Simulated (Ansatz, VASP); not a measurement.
## ZnO in two plane-wave programs

Wanted: the spread between two codes on one cell, functional and k mesh. The cell is taken from a series of VASP runs on this material, whose earlier steps may have relaxed, scaled or displaced it; both programs get it as it stands.

Calculated with Ansatz 0.2.0; plane waves, with VASP 6.6.1 beside it; relaxation of cell and atoms at LDA.

**1. The structure**

The structure is hexagonal, space group P6_3mc (No. 186). Conventional cell: a = 3.194 Å, b = 3.194 Å, c = 5.163 Å, α = 90.00°, β = 90.00°, γ = 120.00°. Zn has 4 O at 1.95 Å nearest. Nearest to O lie 4 Zn at 1.95 Å. Farther neighbours and most contacts between anions are not listed.

**2. Ansatz: relaxation of cell and atoms, LDA**

Ansatz runs on its default PAW (the set named soft_2) files.

The relaxed volume is the usual yardstick between codes: its relative difference is about their pressure difference at one cell divided by the bulk modulus.

Input file input.yaml:

```yaml
crystal:
  lattice:
    - [3.1937681791, 0.0, 0.0]
    - [-1.5968840896, 2.7658843766, 0.0]
    - [0.0, 0.0, 5.1629486157]
  atoms:
    - { symbol: Zn, position: [0.3333333333, 0.6666666667, 0.0017854341] }
    - { symbol: Zn, position: [0.6666666667, 0.3333333333, 0.5017854341] }
    - { symbol: O, position: [0.3333333333, 0.6666666667, 0.3802145659] }
    - { symbol: O, position: [0.6666666667, 0.3333333333, 0.8802145659] }
hamiltonian:
  xc: lda
  pseudopotentials: { kind: paw }
kpoints:
  mp_grid: { grid: [11, 11, 6] }
scf:
  occupations: { method: gaussian, width: 0.02 }
relax:
  f_tol: 0.01
  max_steps: 60
  cell: { stress_tol: 0.05 }
output:
  forces: true
  stress: true
```

On the command line:

```
$ ansatz run input.yaml --threads 4 --pin off --max-ram 9216MiB --backend cpu --events-out ev --progress --plain --runs-dir out
```

Numbers of over 12 decimals in the logs are rounded to 6 here.

Log:

```text
Engine: ansatz 0.2.0, aarch64-unknown-linux-gnu
Pseudopotentials: kind: paw
Pseudopotential: Zn, paw, valence charge 12, recommended cutoff 420 eV (normal), Zn.paw.azcp
Pseudopotential: O, paw, valence charge 6, recommended cutoff 420 eV (normal), O.paw.azcp
Functional definition: SPW92
  exchange = slater_x
  correlation = pw_c
Crystal: 4 atoms, lattice volume = 45.607 Å³
Basis set: ecut = 420 eV, 905 PW (Γ)
Bands: 22, of which v1, the nominal top of the filled ones, is band 18 counted from 1 (17 counted from 0)
Symmetry: 12 space group operations
Space group: P63mc (ITA 186), of the structure as read, at distance tolerance 3.6e-5 Å
k-points: 64 of 726 (time reversal used)
Non-local potential: Zn, projectors of the file, l = 0: 2, l = 1: 2, l = 2: 3, l = 3: 1
Non-local potential: O, projectors of the file, l = 0: 2, l = 1: 2, l = 2: 1
PAW form: soft (Blöchl's): semilocal exchange-correlation on the pseudo side does not see the compensation charge
PAW frozen core: Zn, regenerated for the run's functional, and the local potential with it (the file was generated under x = pbe(κ = 0.804, μ = 0.219515), c = pbe(β = 0.066725))
PAW frozen core: O, regenerated for the run's functional, and the local potential with it (the file was generated under x = pbe(κ = 0.804, μ = 0.219515), c = pbe(β = 0.066725))
PAW one-centre angular grid: Zn, 590 points (default); XC on 64 Gauss nodes
PAW one-centre angular grid: O, 110 points (default); XC on 64 Gauss nodes
Initial density: superposition of atomic densities (neutral atoms: chi_scale 0, normalization atom), corrected by the library's trained network
Initial wavefunctions: pseudopotential atomic-orbital guess
Functional: x = slater, c = lda
SCF iter   1: F=—  HF=-7603.973961 eV  |F-HF|=—  |Δ(HF+E_count)|=         —  Δρ=1.85e-2  dr2=1.30e-1  ethr=1.77e-3  ⟨swp⟩=6.0  Hψ=6267  notcnv=0
preconditioner: auto → Resta (q_TF=auto, 2.623 Å⁻¹)  ε∞=7.6  [insulator: Δε(μ)=0.617 eV  Ē_g=12.803 eV  σ=0.020 eV  W_gap=1.00  n_scr=22 (ndim 8)  ℏωp=33.0 eV  f_vac=0.028  D(μ)=0.00/eV (n_scr^D=0)  ε∞_Penn≈7.6]
SCF iter   2: F=—  HF=-7603.940009 eV  |F-HF|=—  |Δ(HF+E_count)|=   3.40e-2  Δρ=3.71e-3  dr2=2.61e-3  ethr=3.62e-4  ⟨swp⟩=3.0  Hψ=3328  notcnv=0
SCF iter   3: F=—  HF=-7603.939288 eV  |F-HF|=—  |Δ(HF+E_count)|=   7.21e-4  Δρ=2.11e-3  dr2=1.11e-3  ethr=7.25e-6  ⟨swp⟩=1.9  Hψ=1513  notcnv=0
SCF iter   4: F=—  HF=-7603.939008 eV  |F-HF|=—  |Δ(HF+E_count)|=   2.80e-4  Δρ=7.52e-4  dr2=1.45e-4  ethr=3.09e-6  ⟨swp⟩=2.1  Hψ=2383  notcnv=0
SCF iter   5: F=—  HF=-7603.938921 eV  |F-HF|=—  |Δ(HF+E_count)|=   8.68e-5  Δρ=1.95e-4  dr2=1.28e-5  ethr=4.04e-7  ⟨swp⟩=2.0  Hψ=2430  notcnv=0
SCF iter   6: F=—  HF=-7603.938925 eV  |F-HF|=—  |Δ(HF+E_count)|=   3.96e-6  Δρ=2.62e-5  dr2=2.32e-7  ethr=3.55e-8  ⟨swp⟩=2.9  Hψ=2596  notcnv=0
SCF iter   7: F=-7603.938925 eV  HF=-7603.938925 eV  |F-HF|=1.84e-8  |Δ(HF+E_count)|=   5.24e-8  Δρ=8.31e-6  dr2=3.10e-8  ethr=2.78e-10  ⟨swp⟩=4.3  Hψ=5237  notcnv=0
SCF 1 converged in 7 iterations: F = -7603.938925 eV  dr2 = 3.10e-8
  greatest PAW one-centre occupation: 0.987 electrons in one spin orbital (limit 2), on the Zn atom at site 1 (counted from 0), in its partial waves of l = 2
relax step   1: F+E_penalty+E_count = -7603.93892490 eV  Δ(F+E_penalty+E_count) = +0.000e0 eV  max|allowed force component| = 7.382e-4 eV/Å  Δτ_max = 0.0000 Å  P = -1.001 GPa  Ω = 45.607 Å³  (7 SCF iters, dr2 threshold 1.00e-7 eV, accepted)
[...]
relax step   2: F+E_penalty+E_count = -7603.94043541 eV  Δ(F+E_penalty+E_count) = -1.511e-3 eV  max|allowed force component| = 4.246e-4 eV/Å  Δτ_max = 0.0000 Å  P = -0.474 GPa  Ω = 45.463 Å³  energy of the carried Pulay correction = +8.458e-4 eV  (5 SCF iters, dr2 threshold 4.00e-7 eV, accepted)
[...]
relax step   3: F+E_penalty+E_count = -7603.94138047 eV  Δ(F+E_penalty+E_count) = -9.451e-4 eV  max|allowed force component| = 5.566e-4 eV/Å  Δτ_max = 0.0000 Å  P = +0.004 GPa  Ω = 45.334 Å³  energy of the carried Pulay correction = +1.602e-3 eV  (5 SCF iters, dr2 threshold 4.00e-7 eV, accepted)
[...]
relax step   4: F+E_penalty+E_count = -7603.93983501 eV  Δ(F+E_penalty+E_count) = +1.545e-3 eV  max|allowed force component| = 4.366e-4 eV/Å  Δτ_max = 0.0000 Å  P = -0.048 GPa  Ω = 45.334 Å³  stress off target by 5.15e-2 GPa  SCF on the basis re-selected at this cell (its energy is not comparable with the rows above)  (6 SCF iters)
[...]
relax step   5: F+E_penalty+E_count = -7603.93988001 eV  Δ(F+E_penalty+E_count) = -4.500e-5 eV  max|allowed force component| = 1.645e-3 eV/Å  Δτ_max = 0.0003 Å  P = -0.021 GPa  Ω = 45.327 Å³  energy of the carried Pulay correction = +4.352e-5 eV  (4 SCF iters, dr2 threshold 6.62e-9 eV, accepted)
[...]
relax step   6: F+E_penalty+E_count = -7603.93983132 eV  Δ(F+E_penalty+E_count) = +4.870e-5 eV  max|allowed force component| = 1.628e-3 eV/Å  Δτ_max = 0.0000 Å  P = -0.021 GPa  Ω = 45.327 Å³  stress off target by 2.82e-2 GPa  SCF on the basis re-selected at this cell (its energy is not comparable with the rows above)  (4 SCF iters)
basis re-selected at this cell: Δ(F+E_penalty+E_count) = +4.870e-5 eV, ΔP = -0.001 GPa vs the last step (what re-selecting the basis moved, of the pressure what is left beyond the Pulay correction that the steps carried, after the strain that the cell walked since its last selection, with what the two solves' SCF thresholds leave and, on support functions, any second-order correction that the steps lacked; it is no m [...]
SCF converged after 4 iterations
Free energy (F): -7603.939831 eV
Harris-Foulkes:  -7603.939831 eV  (|F-HF|=9.09e-13)
Internal energy: -7603.939831 eV  (E = F + TS)
E sigma→0 (E₀):  -7603.939831 eV
Fermi energy:    7.934439 eV
--- Per-component energies (eV) ---
  E_band       = 69.677302
  E_kinetic    = 612.150200
  E_local      = -3933.290637  (includes V_loc(G=0)·N_el)
  E_nonlocal   = 1344.260226
  E_hartree    = 1610.538870
  E_xc         = -414.681849
  E_vxc        = -291.889907  (∫ρ·V_xc dr)
  E_paw        = -3814.696501  (= ΣΔE_a)
  E_vpaw       = -882.634686  (= ΣTr[D̂ρ^β])
  E_aug_tail   = 0.004368  (compensation charges beyond the density's cutoff)
  E_ewald      = -3011.532635
  E_core_change = 3.308126  (= ΣΔE_core)
  E_smearing   = -0.000000  (= −TS)
  E_closure    = -0.000000  (closes the sum)
  Σ components = -7603.939831   (vs F -7603.939831, Δ=0.00e0)
--- Forces (eV/Å), atoms counted from 1 ---
  atom   1  Zn    -0.00000000     0.00000000    -0.00164371
  atom   2  Zn     0.00000000    -0.00000000    -0.00164371
  atom   3  O      0.00000000    -0.00000000     0.00161223
  atom   4  O     -0.00000000     0.00000000     0.00161223
  max |Σ_I F_I| component: 6.30e-5 eV/Å
--- Stress (GPa, compression-positive) ---
       -0.028196       0.000000      -0.000000
        0.000000      -0.028196       0.000000
       -0.000000       0.000000      -0.007133
  P = ⅓ Tr σ = -0.0212 GPa (-0.212 kbar)
--- Relaxed structure (4 steps of the walk, 4 accepted, 2 SCFs on fresh bases) ---
  F+E_penalty+E_count = -7603.93983132 eV   max|allowed force component| = 1.628e-3 eV/Å   (the final SCF, on the basis selected at the relaxed cell)
  cell:  # Å, volume = 45.3268 Å³
    - [3.186986, 2.880618663487522e-11, -4.75355175314337e-19]
    - [-1.593493, 2.760011, 1.760581422645814e-19]
    - [-7.684447357653578e-19, -1.1502217264879074e-19, 5.153049]
  atoms:
    - { symbol: Zn, position: [0.333333, 0.666667, 0.00182983] }
    - { symbol: Zn, position: [0.666667, 0.333333, 0.501830] }
    - { symbol: O, position: [0.333333, 0.666667, 0.380170] }
    - { symbol: O, position: [0.666667, 0.333333, 0.880170] }
```

Elapsed: 7.1 s, on 4 threads of Arm Neoverse V2, shared host; peak memory 0.4 GiB.

**3. VASP: relaxation of cell and atoms, LDA**

The same cell, functional (in two slightly different forms), mesh and smearing now go to VASP, with its own data sets and cutoff.

Lines of VASP's logs that name or quote its potential files are left out, and so is its time.

Input file INCAR:

```
SYSTEM = ZnO
PREC = Accurate
ENCUT = 600
EDIFF = 1E-07
NELM = 120
ISMEAR = 0
SIGMA = 0.02
LREAL = .FALSE.
ALGO = Normal
GGA = CA
NBANDS = 24
LORBIT = 11
LWAVE = .FALSE.
LCHARG = .FALSE.
KPAR = 16
IBRION = 2
NSW = 40
ISIF = 3
EDIFFG = -0.005
POTIM = 0.4
```

Input file POSCAR:

```
ZnO
1.0
    3.1937681791      0.0000000000      0.0000000000
   -1.5968840896      2.7658843766      0.0000000000
    0.0000000000      0.0000000000      5.1629486157
Zn O
2 2
Direct
    0.3333333333      0.6666666667      0.0017854341
    0.6666666667      0.3333333333      0.5017854341
    0.3333333333      0.6666666667      0.3802145659
    0.6666666667      0.3333333333      0.8802145659
```

Input file KPOINTS:

```
Automatic mesh
0
Gamma
11 11 6
0 0 0
```

Potentials, in the order of the species: Zn and O (LDA family, release 64).

On the command line:

```
$ mpirun -np 16 vasp_std
```

Log:

```text
[banner, memory and clock lines left out]
running   16 mpi-ranks, on    1 nodes
 distrk:  each k-point on    1 cores,   16 groups
 distr:  one band on    1 cores,    1 groups

 POSCAR found type information on POSCAR ZnO
 POSCAR found :  2 types and       4 ions
|                                                                             |
|           W    W    AA    RRRRR   N    N  II  N    N   GGGG   !!!           |
|           W    W   A  A   R    R  NN   N  II  NN   N  G    G  !!!           |
|           W    W  A    A  R    R  N N  N  II  N N  N  G       !!!           |
|           W WW W  AAAAAA  RRRRR   N  N N  II  N  N N  G  GGG   !            |
|           WW  WW  A    A  R   R   N   NN  II  N   NN  G    G                |
|           W    W  A    A  R    R  N    N  II  N    N   GGGG   !!!           |
|                                                                             |
|     For optimal performance we recommend to set                             |
|       NCORE = 2 up to number-of-cores-per-socket                            |
|     NCORE specifies how many cores store one orbital (NPAR=cpu/NCORE).      |
|     This setting can greatly improve the performance of VASP for DFT.       |
|     The default, NCORE=1 might be grossly inefficient on modern             |
|     multi-core architectures or massively parallel machines. Do your        |
|     Unfortunately you need to use the default for GW and RPA                |
|     calculations (for HF NCORE is supported but not extensively tested      |
|     yet).                                                                   |
|                                                                             |

 LDA part: xc-table for (Slater(with rela. corr.)+CA(PZ))
 , standard interpolation
 POSCAR, INCAR and KPOINTS ok, starting setup
 FFT: planning ... GRIDC
 FFT: planning ... GRID_SOFT
 FFT: planning ... GRID
 WAVECAR not read
 entering main loop
       N       E                     dE             d eps       ncg     rms          rms(c)
DAV:   1     0.300390068543E+03    0.30039E+03   -0.20316E+04  3112   0.244E+03
DAV:   2     0.551037513129E+01   -0.29488E+03   -0.27867E+03  3296   0.458E+02
DAV:   3    -0.237501584238E+02   -0.29261E+02   -0.29021E+02  3568   0.148E+02
DAV:   4    -0.242331361059E+02   -0.48298E+00   -0.48271E+00  3496   0.198E+01
DAV:   5    -0.242360744076E+02   -0.29383E-02   -0.29383E-02  3584   0.150E+00    0.154E+01
DAV:   6    -0.210883318543E+02    0.31477E+01   -0.82487E+00  5248   0.660E+01    0.992E+00
DAV:   7    -0.212249299393E+02   -0.13660E+00   -0.25142E+00  3192   0.176E+01    0.578E+00
DAV:   8    -0.212144045739E+02    0.10525E-01   -0.65464E-01  4136   0.763E+00    0.168E+00
DAV:   9    -0.211610958313E+02    0.53309E-01   -0.12856E-01  4696   0.716E+00    0.329E-01
DAV:  10    -0.211635167571E+02   -0.24209E-02   -0.40753E-02  3120   0.145E+00    0.106E-01
DAV:  11    -0.211634062663E+02    0.11049E-03   -0.68811E-04  3640   0.230E-01    0.236E-02
DAV:  12    -0.211634093882E+02   -0.31219E-05   -0.40885E-05  3560   0.152E-01    0.965E-03
DAV:  13    -0.211634112291E+02   -0.18409E-05   -0.61646E-06  4776   0.723E-02    0.123E-02
DAV:  14    -0.211634089778E+02    0.22513E-05   -0.38093E-06  4192   0.214E-02    0.316E-03
DAV:  15    -0.211634089372E+02    0.40584E-07   -0.11240E-06  3216   0.879E-03    0.885E-04
DAV:  16    -0.211634089335E+02    0.37007E-08   -0.87156E-09  1680   0.105E-03
   1 F= -.21163409E+02 E0= -.21163409E+02  d E =-.211634E+02
 curvature:   0.00 expect dE= 0.000E+00 dE for cont linesearch  0.000E+00
 trial: gam= 0.00000 g(F)=  0.180E-08 g(S)=  0.713E-05 ort = 0.000E+00 (trialstep = 0.100E+01)
 search vector abs. value=  0.714E-05
 reached required accuracy - stopping structural energy minimisation
```

From OUTCAR (step 3):

```text
ion  position               nearest neighbor table
   1  0.333  0.667  0.002-   4 1.95   4 1.95   4 1.95   3 1.95
   2  0.667  0.333  0.502-   3 1.95   3 1.95   3 1.95   4 1.95
   3  0.333  0.667  0.380-   2 1.95   2 1.95   2 1.95   1 1.95
   4  0.667  0.333  0.880-   1 1.95   1 1.95   1 1.95   2 1.95

  LATTYP: Found a hexagonal cell.
 ALAT       =     3.1937681791
 C/A-ratio  =     1.6165696213

 Subroutine GETGRP returns: Found 12 space group operations
 (whereof  6 operations were pure point group operations)

The static configuration has the point symmetry C_3v.
 The point group associated with its full space group is C_6v.

 Found     64 irreducible k-points:

   k-points           NKPTS =     64   k-points in BZ     NKDIM =     64   number of bands    NBANDS=     24

   dimension x,y,z NGX =    28 NGY =   28 NGZ =   42
   dimension x,y,z NGXF=    56 NGYF=   56 NGZF=   84

   ENCUT  =  600.0 eV  44.10 Ry    6.64 a.u.   6.38  6.38 10.31*2*pi/ulx,y,z

   NELECT =      36.0000    total number of electrons

 k-points in reciprocal lattice and weights: Automatic mesh
   0.00000000  0.00000000  0.00000000       0.001
   0.09090909  0.00000000  0.00000000       0.008
   0.18181818  0.00000000  0.00000000       0.008
   0.27272727  0.00000000  0.00000000       0.008
   0.36363636 -0.00000000  0.00000000       0.008
   0.45454545 -0.00000000  0.00000000       0.008
   0.09090909  0.09090909  0.00000000       0.008
   0.18181818  0.09090909  0.00000000       0.017
   0.27272727  0.09090909  0.00000000       0.017
[...]
0.27272727  0.27272727  0.50000000       0.008
   0.36363636  0.27272727  0.50000000       0.008

 average (electrostatic) potential at core
       1 -36.7323       2 -36.7323       3 -74.0776       4 -74.0776

 E-fermi :   1.4355

 k-point     1 :       0.0000    0.0000    0.0000
  band No.  band energies     occupation
    ...
     14       0.4340      2.00000
     15       0.4340      2.00000
     16       1.1852      2.00000
     17       1.2881      2.00000
     18       1.2881      2.00000
     19       2.0885      0.00000
     20       6.5606      0.00000
     21       9.4704      0.00000
     22      14.2236      0.00000
     23      14.2236      0.00000
    ...

 k-point     2 :       0.0909    0.0000    0.0000
  band No.  band energies     occupation
    ...
     14       0.1142      2.00000
     15       0.3150      2.00000
     16       0.7435      2.00000
     17       1.1274      2.00000
     18       1.2247      2.00000
     19       2.7381      0.00000
     20       6.9221      0.00000
     21       9.4604      0.00000
     22      13.3255      0.00000
     23      14.3103      0.00000
    ...

 k-point     3 :       0.1818    0.0000    0.0000
  band No.  band energies     occupation
    ...
     14      -0.6728      2.00000
     15      -0.0025      2.00000
     16       0.0426      2.00000
     17       0.9472      2.00000
     18       1.0480      2.00000
     19       3.7522      0.00000
     20       7.7694      0.00000
     21       9.4199      0.00000
     22      11.8726      0.00000
     23      13.7327      0.00000
    ...

  Total        0.0134870      0.0134870      0.0193806     -0.0000000      0.0000000     -0.0000000
  in kB        0.4737966      0.4737966      0.6808367     -0.0000000      0.0000000     -0.0000000
  external PRESSURE =       0.5428100 kB  Pullay stress =       0.0000000 kB

  energy-cutoff  :      600.00
  volume of cell :       45.61
      direct lattice vectors                 reciprocal lattice vectors
     3.193768179  0.000000000  0.000000000     0.313109764  0.180774006  0.000000000
    -1.596884090  2.765884377  0.000000000     0.000000000  0.361548013  0.000000000
     0.000000000  0.000000000  5.162948616     0.000000000  0.000000000  0.193687769

 POSITION                                       TOTAL-FORCE (eV/Angst)
 -----------------------------------------------------------------------------------
     -0.00000      1.84392      0.00922         0.000000      0.000000      0.000108
      1.59688      0.92196      2.59069         0.000000     -0.000000      0.000108
     -0.00000      1.84392      1.96303        -0.000000      0.000000     -0.000108
      1.59688      0.92196      4.54450        -0.000000      0.000000     -0.000108
 -----------------------------------------------------------------------------------
    total drift:                               -0.000000     -0.000000     -0.001111

  FREE ENERGIE OF THE ION-ELECTRON SYSTEM (eV)
  ---------------------------------------------------
  free  energy   TOTEN  =       -21.1634089335 eV

  energy  without entropy=      -21.1634089335  energy(sigma->0) =      -21.16340893

 reached required accuracy - stopping structural energy minimisation

 total charge
# of ion       s       p       d       tot
------------------------------------------
    1        0.480   0.540   9.918  10.937
    2        0.480   0.540   9.918  10.937
    3        1.533   3.461   0.000   4.994
    4        1.533   3.461   0.000   4.994
--------------------------------------------------
tot          4.025   8.002  19.835  31.862

[... 3 further parts left out ...]
```

**4. Side by side**

Known differences besides the potentials themselves: the two LDA forms differ slightly; both relaxations stop at a tolerance, which leaves soft axes loose, and VASP keeps its plane-wave basis; the cutoff is 420 eV in Ansatz and 600 eV in VASP; VASP's log shows a relativistic correction to its local exchange, Ansatz's none; Ansatz adds a Pulay correction to the stress that steers its cell, VASP none. Total energies have different zeros and are not compared.

The two programs side by side:

```tsv
quantity	Ansatz	VASP	difference
volume (Å³)	45.33	45.61	-0.62 %
edge a after relaxation, in the typed setting (Å)	3.187	3.194	-0.21 %
edge c after relaxation, in the typed setting (Å)	5.153	5.163	-0.19 %
```

The walks stopped with -0.02 GPa left in Ansatz and 0.05 GPa in VASP; each walk ends within a tolerance, so the volume difference is uncertain by about these residues over the bulk modulus, most in soft cells.

**5. Summary of results**

* difference in volume (relaxation of cell and atoms, LDA): -0.62 %

**Reading.** The difference in volume is -0.62 % (relaxation of cell and atoms, LDA), within the 1.2 % picked in this series as the mark of a large difference, as far as the stopping tolerances let one tell. Such differences can come from data sets, numerical settings and the points named under the comparisons, not from the functional's error against experiment.

[Lines on the potential files, build, host, timing and source positions are cut from VASP's logs without a mark.]

[Logs are printed without paths, hosts, clocks, repeated set-up lines and the standing remarks that a program may print on its own settings, such as how far it seeks lower states.]

[Hosts, paths, dates, database ids (printed as entryN), source tags and the programs' standing remarks are cut or masked in the printed files.]
